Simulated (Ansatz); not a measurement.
We consider zinc-blende AlSb, described by Hartree–Fock in Ansatz (plane waves, PAW).

Settings: plane-wave cutoff 460 eV, 8×8×8 k mesh, Fermi–Dirac smearing 0.01 eV, scalar-relativistic PAW data made under PBE.

Pressure at four volumes; x = ln(V/30.548 Å³). One pressure is withheld.

| V (Å³/atom) | x | P (GPa) |
|---|---|---|
| 28.912 | -0.0550 | 3.43 |
| 30.548 | 0.0000 | -0.22 |
| 31.195 | 0.0210 | -1.42 |
| 31.956 | 0.0451 | ? |

Q: Pass a parabola P(x) through the three rows shown, estimate the bulk modulus and its pressure derivative near zero pressure, and predict the withheld pressure.

A: Slopes between the rows: (-0.22 − (3.43))/(0.0000 − (-0.0550)) = -66.36 and (-1.42 − (-0.22))/(0.0210 − (0.0000)) = -57.14 GPa. Their difference over the span 0.0760 is c = 9.22/0.0760 = 121.3 GPa, so P(x) = 3.43 + (-66.36)(x − (-0.0550)) + 121.3 (x − (-0.0550))(x − (0.0000)). At the middle row B = −dP/dx = −[-66.36 + 121.3 × 0.0550] = 59.7 GPa, and B′ = dB/dP = 2c/B = 4.1. At x = 0.0451 the parabola gives -2.67 GPa; the run gives -2.67 GPa. The Birch–Murnaghan fit to the energies at all volumes has B0 = 60.3 GPa and B′ = 4.0.

Measured, for comparison: bulk modulus 58.2 GPa (temperature not stated, no zero-point or thermal correction; as tabulated in Toher et al. (2017), arXiv:1611.05714). Computed (rounded) less measured: bulk modulus +4 %. A static lattice is as a rule a little smaller and stiffer than an uncorrected measurement, which narrows the difference in the bulk modulus and would widen misses of the other sign.

Spin–orbit coupling is not included.

Ansatz is a first-principles code.
